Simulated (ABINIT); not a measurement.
Input of an ABINIT 10.8.3 (patched build) run:

File run.abi:

```
# Pseudopotentials
pp_dirpath "./"
pseudos "Pb.upf, S.upf"

# Structure
acell 3*1.0
rprim
     0.0000000000     5.6044552541     5.6044552541
     5.6044552541     0.0000000000     5.6044552541
     5.6044552541     5.6044552541     0.0000000000
ntypat 2
znucl 82 16
natom 2
typat 1 2
xred
     0.0000000000     0.0000000000     0.0000000000
     0.5000000000     0.5000000000     0.5000000000

# Plane-wave basis
ecut 24.0

# k points
kptopt 1
ngkpt 6 6 6
nshiftk 1
shiftk 0.0 0.0 0.0

# Exchange and correlation
ixc -116133

# Bands and occupations
nband 14
occopt 3
tsmear 0.00183747

# SCF cycle
nstep 100
tolvrs 1.0e-10

# Output
iomode 3
prtwf 0
prtden 0
prteig 0
prtebands 0
enunit 2
prtvol 2
```

Potentials or basis: PseudoDojo NC SR PBEsol v0.4.1 standard.

Run with:

```console
$ abinit run.abi > log 2>&1
```

(1) Predict the pressure.

(2) Estimate the band gap on the k mesh.

## Answers

(1) -1.3 GPa.

(2) 0.26 eV, direct.

Caveat: spin-orbit coupling is left out, which as a rule narrows the gap of such compounds by several tenths of an eV.
